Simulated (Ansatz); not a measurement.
## Mo(100) / 3 layers W(100) / Mo(100): resistance against film thickness

How does the resistance across the layers grow with the film in Mo(100) / 3 layers W(100) / Mo(100)?

Program: Ansatz 0.2.0. Level of theory: Ansatz plane-wave DFT, PBE, PAW files; ballistic transport by layer matching (Landauer), zero bias; PAW set soft_1. Results are calculated unless marked as measured.

Most raw output is cut from this account.

## 1. Set-up

The cell holds 14 atoms: 11 Mo and 3 W. Cell: a = 3.147 Å, b = 3.147 Å, c = 22.110 Å, α = 90.0°, β = 90.0°, γ = 90.0°. It derives from Mo and W. Regions: lead, 11 atoms (11 Mo); films, 3 atoms (3 W). The structure is stacked along c, and the current runs across the ab planes.

## 2. With 3 layers

The film is laid into the lead at the lead's in-plane lattice, and the cell closes on the lead's own image. The mesh across the current, 24×24, is finer than the density's, because channels open and close sharply across the zone. Energies from -1 to 1 eV in steps of 0.036 eV cover the slope of the Fermi function at 300 K, so the program can form a conductance.

Contents of input.yaml:

```yaml
crystal:
  lattice:
    - [3.147, 0.0, 0.0]
    - [0.0, 3.147, 0.0]
    - [0.0, 0.0, 22.1095539143]
  atoms:
    - { symbol: Mo, position: [0.0, 0.0, 0.0355841643] }
    - { symbol: Mo, position: [0.5, 0.5, 0.106752493] }
    - { symbol: Mo, position: [0.0, 0.0, 0.1779208217] }
    - { symbol: Mo, position: [0.5, 0.5, 0.2490891504] }
    - { symbol: Mo, position: [0.0, 0.0, 0.3202574791] }
    - { symbol: W, position: [0.5, 0.5, 0.3920330408] }
    - { symbol: W, position: [0.0, 0.0, 0.4644158357] }
    - { symbol: W, position: [0.5, 0.5, 0.5367986305] }
    - { symbol: Mo, position: [0.0, 0.0, 0.6085741922] }
    - { symbol: Mo, position: [0.5, 0.5, 0.6797425209] }
    - { symbol: Mo, position: [0.0, 0.0, 0.7509108496] }
    - { symbol: Mo, position: [0.5, 0.5, 0.8220791783] }
    - { symbol: Mo, position: [0.0, 0.0, 0.893247507] }
    - { symbol: Mo, position: [0.5, 0.5, 0.9644158357] }
kpoints:
  mp_grid: { grid: [12, 12, 2] }
hamiltonian:
  xc: pbe
  pseudopotentials: { kind: paw, azcp: { folder: soft_1 } }
scf:
  occupations: { method: fermi_dirac, width: 0.1 }
output:
  transmission: { leads: [[0, 1]], kmesh: [24, 24], e_range: [-1.0, 1.0], de: 0.036 }
  write_potential: true
  write_density: true
  volumetric_format: npy
  elf: true
```

On the command line:

```sh
$ ansatz run input.yaml --threads 4 --pin off --max-ram 8192MiB --backend cpu --events-out ev --progress --plain --runs-dir out
```

Run time: 4.2 min. Hardware: 4 threads of Arm Neoverse V2, shared host; peak memory 1.5 GiB; 14 min of CPU time.

Numbers from this step:

```yaml
free_energy: -85674.4995 eV
energy_at_zero_smearing: -85674.3696 eV
fermi_energy: 21.44 eV
cell_area: 9.904 Å²
step_of_the_lead_s_potential: 1.7 meV
ballistic_conductance_of_the_lead: 1.29e15 S/m²
estimated_errors_of_the_lead_s_conductance: 0, 6.5, 0.6 % (band edges, k-mesh, distance from neutral)
lead_conductance_per_cell: 1.650 G₀
conductance_of_the_junction: 1.08e15 S/m²
junction_conductance_per_cell: 1.381 G₀
estimated_errors_of_the_junction_s_conductance: 0, 0, 4.5, 0.4, 0.5 % (energy step, band edges, k-mesh, leads' steps, distance from neutral)
area_resistance_that_the_stack_adds_contact_term_taken_off_spin_by_spin: 0.1506 fΩ m²
```

Per spin. Transmission, zone mean against energy, zero at the Fermi level:

energy (eV), transmission, zone mean and a bar from the least value:
```
   -1.000       1.47 ######
   -0.964       1.44 #####
   -0.892       1.42 ####
   -0.856       1.42 ####
   -0.784       1.40 ###
   -0.748       1.38 ###
   -0.676       1.35 ##
   -0.640       1.34 #
   -0.568       1.31 
   -0.532       1.33 #
   -0.460       1.33 #
   -0.424       1.33 #
   -0.352       1.32 #
   -0.316       1.32 #
   -0.244       1.32 #
   -0.208       1.29 
   -0.136       1.32 #
   -0.100       1.35 ##
   -0.028       1.37 ###
    0.008       1.37 ##
    0.080       1.43 ####
    0.116       1.42 ####
    0.188       1.54 ########
    0.224       1.57 #########
    0.296       1.74 ##############
    0.332       1.80 ################
    0.404       1.88 ###################
    0.440       1.92 ####################
    0.512       1.96 ######################
    0.548       2.05 ########################
    0.620       2.03 ########################
    0.656       2.05 ########################
    0.728       2.12 ###########################
    0.764       2.11 ##########################
    0.836       2.16 ############################
    0.872       2.20 #############################
    0.944       2.22 ##############################
    0.980       2.19 #############################
```

Per spin. Table of open channels, zone mean, lead by energy, zero at the Fermi level:

| energy (eV) | open channels, zone mean, lead |
| --- | --- |
| -1.000 | 1.78 |
| -0.892 | 1.75 |
| -0.820 | 1.68 |
| -0.712 | 1.63 |
| -0.640 | 1.58 |
| -0.532 | 1.63 |
| -0.424 | 1.56 |
| -0.352 | 1.58 |
| -0.244 | 1.57 |
| -0.136 | 1.59 |
| -0.064 | 1.59 |
| 0.008 | 1.63 |
| 0.044 | 1.70 |
| 0.116 | 1.67 |
| 0.224 | 1.94 |
| 0.332 | 2.12 |
| 0.404 | 2.18 |
| 0.512 | 2.31 |
| 0.620 | 2.45 |
| 0.692 | 2.52 |
| 0.800 | 2.57 |
| 0.872 | 2.69 |
| 0.980 | 2.76 |

Transmission over k1 and k2. At 0.0080 eV from the Fermi level.

Ten even steps from '_' (0.00) to '@' (3.96):
```
==----..________::**@@@@@@@@@@**::________..----
----..____________++##%%%%%%##++____________..--
....______________..--##@@##--..______________..
____________________==######==__________________
__________________::++######++::________________
________________::--==========--::______________
______________::::==============::::____________
--::________::::==================::::________::
##**++..__::--======%%%%%%%%%%======--::__..++**
@@@@##--==++======%%@@==@@==@@%%======++==--##@@
@@@@%%######======%%==@@@@@@==%%======######%%@@
@@@@%%@@####======%%@@@@@@@@@@%%======####@@%%@@
@@@@%%######======%%==@@@@@@==%%======######%%@@
@@@@##--==++======%%@@==@@==@@%%======++==--##@@
##**++..__::--======%%%%%%%%%%======--::__..++**
--::________::::==================::::________::
______________::::==============::::____________
________________::--==========--::______________
__________________::++######++::________________
____________________==######==__________________
....______________..--##@@##--..______________..
----..____________++##%%%%%%##++____________..--
==----..________::**@@@@@@@@@@**::________..----
====--..________--##@@@@@@@@@@##--________..--==
```
Columns: k1 (b1) from -0.5 to 0.458; rows upwards: k2 (b2) from -0.5 to 0.458.

Open channels over k1 and k2. At 0.0080 eV from the Fermi level.

Ten even steps from '0' (0.00) to '9' (5.00):
```
444200004888888840000244
442200000688888600000224
422000000268986200000022
000000000046664000000000
000000000266666200000000
000000002444444420000000
000000022444444422000000
440000224444444442200004
886202444488888444420268
888646444884848844464688
888866444848884844466888
888966444888888844466988
888866444848884844466888
888646444884848844464688
886202444488888444420268
440000224444444442200004
000000022444444422000000
000000002444444420000000
000000000266666200000000
000000000046664000000000
422000000268986200000022
442200000688888600000224
444200004888888840000244
444400004888888840000444
```
Columns: k1 (b1) from -0.5 to 0.458; rows upwards: k2 (b2) from -0.5 to 0.458.

Electrostatic potential energy in the ca plane at fractional y = 0.000, with atoms of Mo and W within 0.2 Å of it. With pseudopotentials it is smooth inside the atoms' cores, unlike the true potential.

Ten even steps from '0' (-53 eV) to '9' (22 eV), each cell a mean:
```
41015899730026999620038998633358998410158997
75357999964468999864469999854579999753589999
98889999998899999998899999988899999988899999
99999999999999999999999999999999999999999999
99999999999999999999999999999999999999999999
87678999986689999976689999876789999876799999
62136999852147999731258999643468999621369998
40004899720016999510027998534348998400048997
```
Columns run along c (16.0 Å, from fractional 0.00 to 0.72 of the cell; values clipped at the 3rd and 97th percentile), rows up along a (3.1 Å). Atoms in or near the plane, at fractional coordinates: Mo at (0.04, 0.00), Mo at (0.18, 0.00), Mo at (0.32, 0.00), W at (0.46, 0.00), Mo at (0.61, 0.00).

Valence density in the ca plane at fractional y = 0.000, with atoms of Mo and W within 0.2 Å of it. It is the smooth field of the valence electrons, not physical close to the nuclei.

Values in e/Å³, 5 rows by 16 columns, each cell a mean:
```
3.6 2.5 0.3 2.8 3.3 0.3 2.0 4.0 0.4 1.2 4.3 0.6 0.6 4.6 1.2 0.4
0.5 0.5 0.3 0.5 0.5 0.3 0.4 0.6 0.3 0.4 0.6 0.3 0.3 0.6 0.3 0.3
0.3 0.3 0.3 0.3 0.3 0.3 0.3 0.3 0.3 0.3 0.3 0.3 0.3 0.3 0.3 0.3
1.1 0.8 0.3 0.9 1.0 0.3 0.7 1.2 0.3 0.5 1.4 0.4 0.4 1.4 0.5 0.3
4.5 3.2 0.3 3.6 4.2 0.3 2.6 5.1 0.4 1.5 5.1 0.8 0.7 5.8 1.6 0.4
```
Columns run along c (16.0 Å, from fractional 0.00 to 0.72 of the cell), rows up along a (3.1 Å). Atoms in or near the plane, at fractional coordinates: Mo at (0.04, 0.00), Mo at (0.18, 0.00), Mo at (0.32, 0.00), W at (0.46, 0.00), Mo at (0.61, 0.00).

ELF in the ca plane at fractional y = 0.000, with atoms of Mo and W within 0.2 Å of it. It is the smooth field of the valence electrons, not physical close to the nuclei.

Values, 5 rows by 16 columns, each cell a mean:
```
0.57 0.48 0.31 0.51 0.55 0.32 0.44 0.60 0.31 0.37 0.57 0.33 0.32 0.64 0.37 0.31
0.27 0.30 0.43 0.29 0.28 0.43 0.31 0.26 0.43 0.38 0.26 0.42 0.40 0.26 0.34 0.41
0.35 0.39 0.40 0.38 0.36 0.41 0.40 0.34 0.44 0.46 0.33 0.46 0.45 0.31 0.42 0.42
0.34 0.33 0.42 0.33 0.34 0.41 0.32 0.36 0.40 0.36 0.37 0.38 0.37 0.37 0.33 0.39
0.57 0.50 0.27 0.52 0.55 0.27 0.46 0.59 0.28 0.37 0.48 0.32 0.31 0.61 0.38 0.29
```
Columns run along c (16.0 Å, from fractional 0.00 to 0.72 of the cell), rows up along a (3.1 Å). Atoms in or near the plane, at fractional coordinates: Mo at (0.04, 0.00), Mo at (0.18, 0.00), Mo at (0.32, 0.00), W at (0.46, 0.00), Mo at (0.61, 0.00).

The lead's potential steps by 1.7 meV from period to period, small in itself. The program estimates the junction's conductance to 4.5 % from the k-mesh, 0.5 % from the leads' distance from neutral and 0.4 % from their steps.

By hand: 1/G − 1/G_lead = 1/1.081 − 1/1.291 = 0.151 fΩ m² with G in 10¹⁵ S/m².

## 3. With 5 layers, k-mesh 12×12×1, film layers 5

The stack now holds 5 film layers; the k-mesh follows the cell, and the energies span -0.27 to 0.27 eV.

System of this step: Mo(100) / 5 layers W(100) / Mo(100). The cell holds 16 atoms: 11 Mo and 5 W. Cell: a = 3.147 Å, b = 3.147 Å, c = 25.310 Å, α = 90.0°, β = 90.0°, γ = 90.0°. It derives from Mo and W. Regions: lead, 11 atoms (11 Mo); films, 5 atoms (5 W). The structure is stacked along c, and the current runs across the ab planes.

Contents of input.yaml:

```yaml
crystal:
  lattice:
    - [3.147, 0.0, 0.0]
    - [0.0, 3.147, 0.0]
    - [0.0, 0.0, 25.3102565238]
  atoms:
    - { symbol: Mo, position: [0.0, 0.0, 0.0310842365] }
    - { symbol: Mo, position: [0.5, 0.5, 0.0932527095] }
    - { symbol: Mo, position: [0.0, 0.0, 0.1554211826] }
    - { symbol: Mo, position: [0.5, 0.5, 0.2175896556] }
    - { symbol: Mo, position: [0.0, 0.0, 0.2797581286] }
    - { symbol: W, position: [0.5, 0.5, 0.3424570448] }
    - { symbol: W, position: [0.0, 0.0, 0.4056864041] }
    - { symbol: W, position: [0.5, 0.5, 0.4689157635] }
    - { symbol: W, position: [0.0, 0.0, 0.5321451228] }
    - { symbol: W, position: [0.5, 0.5, 0.5953744822] }
    - { symbol: Mo, position: [0.0, 0.0, 0.6580733984] }
    - { symbol: Mo, position: [0.5, 0.5, 0.7202418714] }
    - { symbol: Mo, position: [0.0, 0.0, 0.7824103444] }
    - { symbol: Mo, position: [0.5, 0.5, 0.8445788174] }
    - { symbol: Mo, position: [0.0, 0.0, 0.9067472905] }
    - { symbol: Mo, position: [0.5, 0.5, 0.9689157635] }
kpoints:
  mp_grid: { grid: [12, 12, 1] }
hamiltonian:
  xc: pbe
  pseudopotentials: { kind: paw, azcp: { folder: soft_1 } }
scf:
  occupations: { method: fermi_dirac, width: 0.1 }
output:
  transmission:
    leads: [[0, 1]]
    kmesh: [24, 24]
    e_range: [-0.27, 0.27]
    de: 0.036
  write_potential: true
  write_density: true
  volumetric_format: npy
```

Run time: 1.8 min. Hardware: 4 threads; peak memory 1.4 GiB.

This step gave:

| Property | Result |
| --- | --- |
| free energy | -106446.3044 eV |
| energy at zero smearing | -106446.1491 eV |
| Fermi energy | 21.55 eV |
| step of the lead's potential | 1.6 meV |
| estimated errors of the lead's conductance | 0, 6.5, 0.8 % (band edges, k-mesh, distance from neutral) |
| lead conductance per cell | 1.645 G₀ |
| conductance of the junction | 9.60e14 S/m² |
| junction conductance per cell | 1.227 G₀ |
| estimated errors of the junction's conductance | 0, 0, 4.5, 0.4, 0.8 % (energy step, band edges, k-mesh, leads' steps, distance from neutral) |
| area resistance that the stack adds (contact term taken off, spin by spin) | 0.2649 fΩ m² |

Per spin. Transmission, zone mean against energy, zero at the Fermi level:

```csv
energy (eV),"transmission, zone mean"
-0.270,1.20
-0.234,1.20
-0.198,1.17
-0.162,1.19
-0.126,1.19
-0.090,1.21
-0.054,1.21
-0.018,1.22
0.018,1.22
0.054,1.26
0.090,1.28
0.126,1.28
0.162,1.27
0.198,1.39
0.234,1.44
0.270,1.46
```

The conductance of the junction is 9.6e14 S/m², 11 % under the 1.1e15 S/m² of the last finished run.

## 4. With 6 layers, k-mesh 12×12×1, film layers 6

The stack now holds 6 film layers; the k-mesh follows the cell, and the energies span -0.27 to 0.27 eV.

System of this step: Mo(100) / 6 layers W(100) / Mo(100). The cell holds 16 atoms: 10 Mo and 6 W. Its edges and angles: a = 3.147 Å, b = 3.147 Å, c = 25.337 Å, α = 90.0°, β = 90.0°, γ = 90.0°. It derives from Mo and W. Regions: lead, 10 atoms (10 Mo); films, 6 atoms (6 W). The structure is stacked along c, and the current runs across the ab planes.

input.yaml, the sections that differ from step 3:

```yaml
crystal:
  lattice:
    - [3.147, 0.0, 0.0]
    - [0.0, 3.147, 0.0]
    - [0.0, 0.0, 25.3371078285]
  atoms:
    - { symbol: Mo, position: [0.0, 0.0, 0.0310512946] }
    - { symbol: Mo, position: [0.5, 0.5, 0.0931538839] }
    - { symbol: Mo, position: [0.0, 0.0, 0.1552564731] }
    - { symbol: Mo, position: [0.5, 0.5, 0.2173590623] }
    - { symbol: Mo, position: [0.0, 0.0, 0.2794616516] }
    - { symbol: W, position: [0.5, 0.5, 0.3420941218] }
    - { symbol: W, position: [0.0, 0.0, 0.4052564731] }
    - { symbol: W, position: [0.5, 0.5, 0.4684188244] }
    - { symbol: W, position: [0.0, 0.0, 0.5315811756] }
    - { symbol: W, position: [0.5, 0.5, 0.5947435269] }
    - { symbol: W, position: [0.0, 0.0, 0.6579058782] }
    - { symbol: Mo, position: [0.5, 0.5, 0.7205383484] }
    - { symbol: Mo, position: [0.0, 0.0, 0.7826409377] }
    - { symbol: Mo, position: [0.5, 0.5, 0.8447435269] }
    - { symbol: Mo, position: [0.0, 0.0, 0.9068461161] }
    - { symbol: Mo, position: [0.5, 0.5, 0.9689487054] }
# kpoints, hamiltonian, scf, output: as in step 3
```

Run time: 2.2 min. Hardware: 4 threads; peak memory 1.4 GiB.

Numbers from this step:

```yaml
free_energy: -111876.1644 eV
energy_at_zero_smearing: -111876.0132 eV
fermi_energy: 21.63 eV
step_of_the_lead_s_potential: 2.6 meV
estimated_errors_of_the_lead_s_conductance: 0, 6.5, 0.9 % (band edges, k-mesh, distance from neutral)
lead_conductance_per_cell: 1.644 G₀
conductance_of_the_junction: 9.17e14 S/m²
junction_conductance_per_cell: 1.172 G₀
estimated_errors_of_the_junction_s_conductance: 0, 0, 5, 0.6, 0.8 % (energy step, band edges, k-mesh, leads' steps, distance from neutral)
area_resistance_that_the_stack_adds_contact_term_taken_off_spin_by_spin: 0.3127 fΩ m²
```

Per spin. The transmission, zone mean by energy, zero at the Fermi level:

| energy (eV) | transmission, zone mean |
| --- | --- |
| -0.270 | 1.15 |
| -0.234 | 1.15 |
| -0.198 | 1.13 |
| -0.162 | 1.15 |
| -0.126 | 1.15 |
| -0.090 | 1.16 |
| -0.054 | 1.16 |
| -0.018 | 1.17 |
| 0.018 | 1.16 |
| 0.054 | 1.21 |
| 0.090 | 1.23 |
| 0.126 | 1.23 |
| 0.162 | 1.23 |
| 0.198 | 1.33 |
| 0.234 | 1.41 |
| 0.270 | 1.42 |

The conductance of the junction is 9.2e14 S/m², 4.4 % under the 9.6e14 S/m² of the last finished run, within the error estimates, leads' steps apart, of 4.5 and 5 %.

(Part 1 of 2 ends here.)

[Logs are printed without paths, hosts, clocks, repeated set-up lines and the standing remarks that a program may print on its own settings, such as how far it seeks lower states.]

[Hosts, paths, dates, database ids (printed as entryN), source tags and the programs' standing remarks are cut or masked in the printed files.]
